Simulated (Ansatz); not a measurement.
**HfB2: stress in a strained cell**

HfB2 is deformed so: equal xy, yz and zx engineering shear strains of +3 %. What stress and forces result, by LAPW, PAW and all-electron datasets made for the crystal?

Method: DFT PBE, scalar-relativistic, in Ansatz 0.2.0.

## (1) Starting point

Symmetry: P6/mmm, No. 191, hexagonal system. Conventional cell: a = 3.140 Å, b = 3.140 Å, c = 3.480 Å, α = 90.00°, β = 90.00°, γ = 120.00°. Hf (site symmetry 6/mmm) is surrounded by 12 B at 2.51 Å. B (site symmetry -6m2) is surrounded by 3 B at 1.81 Å and 6 Hf at 2.51 Å.

Coordinates:

```
Hf B
1.0
     3.14000    0.00000    0.00000
    -1.57000    2.71932    0.00000
     0.00000    0.00000    3.48000
Hf B
1 2
Direct
  0.00000 0.00000 0.00000
  0.33333 0.66667 0.50000
  0.66667 0.33333 0.50000
```

Atoms are numbered in the order of the input: Hf1, B2, B3.

## (2) The deformed structure

Space group P6/mmm before, P-1 after.

## (3) Full-potential LAPW

Input file input.yaml:

```yaml
crystal:
  lattice:
    - [3.1400001005, 0.0471000015, 0.0471000015]
    - [-1.5292102525, 2.6957698542, 0.0172397971]
    - [0.0522, 0.0522, 3.48]
  atoms:
    - { symbol: Hf, position: [0.0, 0.0, 0.0] }
    - { symbol: B, position: [0.3333333333, 0.6666666667, 0.5] }
    - { symbol: B, position: [0.6666666667, 0.3333333333, 0.5] }
kpoints:
  mp_grid: { grid: [13, 13, 11] }
  band_path:
    path:
      - [0.0, 0.0, 0.0]
      - [0.0, -0.5, 0.0]
      - [0.0, 0.0, 0.5]
      - [0.0, 0.0, 0.0]
      - [-0.5, 0.0, 0.0]
      - [-0.5, 0.5, -0.5]
      - [0.0, 0.0, 0.0]
      - [-0.5, 0.0, -0.5]
      - [-0.5, 0.5, 0.0]
    npoints: 5
scf:
  occupations: { method: fermi_dirac, width: 0.05 }
hamiltonian:
  xc: pbe
  pseudopotentials: { kind: all_electron, lapw: { basis_error: 0.0005 } }
output:
  forces: true
  stress: true
  eigenvalues: true
```

Started as:

```
ansatz run input.yaml --threads 1 --pin off --max-ram 6144MiB --backend cpu --events-out ev --progress --plain --runs-dir out
```

Output, shortened:

```text
LAPW: plane waves up to 9.198 Å⁻¹, error target 5.0e-4 eV per atom; small_component_spin mean_spin; B in spheres of 0.895 Å, 5 of its electrons in bands, Dirac shells []; Hf in spheres of 1.376 Å, 42 of its electrons in bands, Dirac shells []
[...]
Pseudopotentials: kind: all_electron
Pseudopotential: Hf, LAPW, valence charge 42, Koelling and Harmon's equation, gaussian nucleus
Pseudopotential: B, LAPW, valence charge 5, Koelling and Harmon's equation, gaussian nucleus
Functional definition: PBE
[...]
Crystal: 3 atoms, lattice volume = 29.695 Å³
Basis set: ecut = 322.3285034315884 eV, 385 PW (Γ), exchange–correlation at level 2
Bands: 32, of which v1, the nominal top of the filled ones, is band 26 counted from 1 (25 counted from 0)
Symmetry: 2 space group operations
Space group: P-1 (ITA 2), of the structure as read, at distance tolerance 3.1e-5 Å
k-points: 930 of 1859
[...]
SCF iter   1: F=—  HF=-411606.903553 eV  |F-HF|=—  |Δ(HF+E_count)|=         —  Δρ=7.63e-2  dr2=3.29e0  ethr=6.32e-3  ⟨swp⟩=2.0  Hψ=184694  notcnv=0
[...]
the basis was enlarged: its passes take 453.8 KiB over the memory plan, 1 of 1 planned eigensolver slots
[...]
SCF iter   9: F=-411605.584437 eV  HF=-411605.584437 eV  |F-HF|=2.91e-10  |Δ(HF+E_count)|=   1.09e-7  Δρ=1.18e-5  dr2=3.53e-8  ethr=1.30e-9  ⟨swp⟩=2.2  Hψ=84878  notcnv=0
[...]
NSCF: frozen V_eff on 41 k-points
SCF converged after 9 iterations
Free energy (F): -411605.584437 eV
[...]
E sigma→0 (E₀):  -411605.583402 eV
Entropy (-TS):   -0.002070 eV (-0.690 meV/atom)
Fermi energy:    20.993252 eV
[...]
--- Forces (eV/Å), atoms counted from 1 ---
  atom   1  Hf     0.00000000     0.00000000     0.00000000
  atom   2  B      0.02860661     0.01360437    -0.01210065
  atom   3  B     -0.02860661    -0.01360437     0.01210065
[...]
--- Stress (GPa, compression-positive) ---
        2.146431      -7.831422      -7.627790
       -7.831422       2.193037      -7.612962
       -7.627790      -7.612962       2.398636
  P = ⅓ Tr σ = 2.2460 GPa (22.460 kbar)
--- Band table (eV; the first three rows and the last of 930) ---
[...]
```

Wall time 3 min (1 thread of Intel Xeon Platinum 8488C (Sapphire Rapids), shared host); peak memory 2.7 GiB.

Read from it: pressure 2.25 GPa; no gap; largest force 0.034 eV/Å.

## (4) Frozen-core PAW

Input file input.yaml:

```yaml
crystal:
  lattice:
    - [3.1400001005, 0.0471000015, 0.0471000015]
    - [-1.5292102525, 2.6957698542, 0.0172397971]
    - [0.0522, 0.0522, 3.48]
  atoms:
    - { symbol: Hf, position: [0.0, 0.0, 0.0] }
    - { symbol: B, position: [0.3333333333, 0.6666666667, 0.5] }
    - { symbol: B, position: [0.6666666667, 0.3333333333, 0.5] }
kpoints:
  mp_grid: { grid: [13, 13, 11] }
scf:
  occupations: { method: fermi_dirac, width: 0.05 }
hamiltonian:
  xc: pbe
  pseudopotentials: { kind: paw }
output:
  forces: true
  stress: true
  eigenvalues: true
  efg: { contact_densities: true }
```

Started as:

```
ansatz run input.yaml --threads 1 --pin off --max-ram 6144MiB --backend cpu --events-out ev --progress --plain --runs-dir out
```

Output, shortened:

```text
Hf: output.efg is read without spin–orbit coupling, which moves field gradients at and beside such atoms by some per cent and up to a factor of two; PAW files take it under magnetization.noncollinear and magnetization.spin_orbit
[...]
Pseudopotentials: kind: paw
Pseudopotential: Hf, paw, valence charge 26, recommended cutoff 420 eV (normal)
Pseudopotential: B, paw, valence charge 3, recommended cutoff 420 eV (normal)
[... 1 set-up line as earlier in the session ...]
[...]
Crystal: 3 atoms, lattice volume = 29.695 Å³
Basis set: ecut = 420 eV, 575 PW (Γ), exchange–correlation on 48×48×48 points (8 copies of the dense FFT grid, shifted against one another)
Bands: 20, of which v1, the nominal top of the filled ones, is band 16 counted from 1 (15 counted from 0)
[... 2 set-up lines as earlier in the session ...]
k-points: 930 of 1859
[...]
        2.088642      -7.833531      -7.626754
       -7.833531       2.134636      -7.611841
       -7.626754      -7.611841       2.258485
  P = ⅓ Tr σ = 2.1606 GPa (21.606 kbar)
--- PAW observables at the nuclei: V_zz in 10²¹ V/m², potentials from the cell's mean, atoms counted from 1 ---
  atom   1  Hf V_zz =   +16.229162   η = 0.0809   by run symmetry: allowed
            electrostatic potential = -14184.347202 V   contact ρ = 7528550.229078 e/Å³
  atom   2  B  V_zz =    +0.248826   η = 0.3432   by run symmetry: allowed
            electrostatic potential = -336.198282 V   contact ρ = 485.976586 e/Å³
  atom   3  B  V_zz =    +0.248826   η = 0.3432   by run symmetry: allowed
            electrostatic potential = -336.198282 V   contact ρ = 485.976586 e/Å³
--- Band table (eV; the first three rows and the last of 930) ---
  k-point 0: bands = ["-41.2573", "-10.1291", "-9.6722", "-9.6144", "6.7721", "8.7678", "8.7830", "8.7922", "8.7975", "8.8113", "8.8143", "8.8997", "17.4224", "17.5353", "17.7689", "17.7942", "24.1890", "24.4232", "25.1420", "25.1817"]
[...]
```

Run time: 18 s. Hardware: 1 thread of Intel Xeon Platinum 8488C (Sapphire Rapids), shared host; peak memory 0.79 GiB.

Result: pressure 2.16 GPa; no gap; largest force 0.033 eV/Å; Vzz Hf1 16.23 (η = 0.08), B2 0.25 (η = 0.34) (10²¹ V/m²).

## (5) All-electron PAW on datasets made for the crystal

Edit input.yaml of step 4 so:

```diff
@@ -15,3 +15,3 @@
   xc: pbe
-  pseudopotentials: { kind: paw }
+  pseudopotentials: { kind: all_electron, datasets: crystal }
 output:
```

Started as:

```
ansatz run input.yaml --threads 1 --pin off --max-ram 6144MiB --backend cpu --events-out ev --progress --plain --runs-dir out
```

Output, shortened:

```text
[...]
Hf: output.efg is read without spin–orbit coupling, which moves field gradients at and beside such atoms by some per cent and up to a factor of two; PAW files take it under magnetization.noncollinear and magnetization.spin_orbit
[...]
[... 1 set-up line as earlier in the session ...]
Pseudopotential: Hf, paw, valence charge 26, recommended cutoff 400 eV (normal), Koelling and Harmon's equation, gaussian nucleus
Pseudopotential: B, paw, valence charge 3, recommended cutoff 400 eV (normal), Koelling and Harmon's equation, gaussian nucleus
[... 1 set-up line as earlier in the session ...]
[...]
Crystal: 3 atoms, lattice volume = 29.695 Å³
Basis set: ecut = 400 eV, 547 PW (Γ), exchange–correlation on 48×48×48 points (8 copies of the dense FFT grid, shifted against one another)
Bands: 20, of which v1, the nominal top of the filled ones, is band 16 counted from 1 (15 counted from 0)
[... 1 set-up line as earlier in the session ...]
[...]
--- Stress (GPa, compression-positive) ---
        2.145459      -7.831462      -7.627970
       -7.831462       2.192115      -7.613162
       -7.627970      -7.613162       2.399860
  P = ⅓ Tr σ = 2.2458 GPa (22.458 kbar)
--- PAW observables at the nuclei: V_zz in 10²¹ V/m², potentials from the cell's mean, atoms counted from 1 ---
  atom   1  Hf V_zz =   +16.477943   η = 0.0952   by run symmetry: allowed
            electrostatic potential = -14184.349356 V   contact ρ = 7525145.549277 e/Å³
  atom   2  B  V_zz =    +0.250877   η = 0.4423   by run symmetry: allowed
            electrostatic potential = -336.245840 V   contact ρ = 485.998991 e/Å³
  atom   3  B  V_zz =    +0.250877   η = 0.4423   by run symmetry: allowed
            electrostatic potential = -336.245840 V   contact ρ = 485.998991 e/Å³
--- Band table (eV; the first three rows and the last of 930) ---
  k-point 0: bands = ["-40.8695", "-9.7361", "-9.2832", "-9.2260", "7.1634", "9.1602", "9.1721", "9.1841", "9.1888", "9.2014", "9.2043", "9.2869", "17.8105", "17.9244", "18.1562", "18.1850", "24.5808", "24.8152"]
[...]
```

Wall time 1.9 min (1 thread of Intel Xeon Platinum 8488C (Sapphire Rapids), shared host); peak memory 2.2 GiB.

This run gives: pressure 2.25 GPa; no gap; largest force 0.034 eV/Å; Vzz Hf1 16.48 (η = 0.10), B2 0.25 (η = 0.44) (10²¹ V/m²).

## (6) Stress and forces compared

Stress (GPa, compression positive):

```tsv
method	xx	yy	zz	yz	xz	xy
LAPW	2.15	2.19	2.40	-7.61	-7.63	-7.83
PAW	2.09	2.13	2.26	-7.61	-7.63	-7.83
crystal datasets	2.15	2.19	2.40	-7.61	-7.63	-7.83
```

Forces (eV/Å):

```tsv
atom	LAPW x	LAPW y	LAPW z	PAW x	PAW y	PAW z	crystal datasets x	crystal datasets y	crystal datasets z
Hf1	0.000	0.000	0.000	0.000	0.000	0.000	0.000	0.000	0.000
B2	0.029	0.014	-0.012	0.028	0.014	-0.012	0.029	0.014	-0.012
B3	-0.029	-0.014	0.012	-0.028	-0.014	0.012	-0.029	-0.014	0.012
```

| method | pressure (GPa) | largest force (eV/Å) | Vzz Hf1 (10²¹ V/m²) | Vzz B2 (10²¹ V/m²) | SCF cycles, all passes |
| --- | --- | --- | --- | --- | --- |
| LAPW | 2.25 | 0.034 | – | – | 9 |
| PAW | 2.16 | 0.033 | 16.23 | 0.25 | 6 |
| crystal datasets | 2.25 | 0.034 | 16.48 | 0.25 | 9 |

## (7) Summary of results

| quantity | value |
| --- | --- |
| pressure | LAPW 2.25, PAW 2.16, crystal datasets 2.25 GPa |
| largest shear or deviatoric stress (LAPW) | 7.83 GPa |

In words: The largest part of the stress beyond the pressure is 7.83 GPa in size, in the xy component; the atoms are carried along and not relaxed. No run of the undeformed cell stands beside it, so the pressure holds what the given cell had before the change. PAW: stress within 0.14 GPa of LAPW, forces within 1 meV/Å. Crystal datasets: stress within 0.01 GPa of LAPW, forces within 1 meV/Å. Spin-orbit coupling is left out, though the cell holds Hf; in elements this heavy it can shift bands and gaps by tenths of an eV.
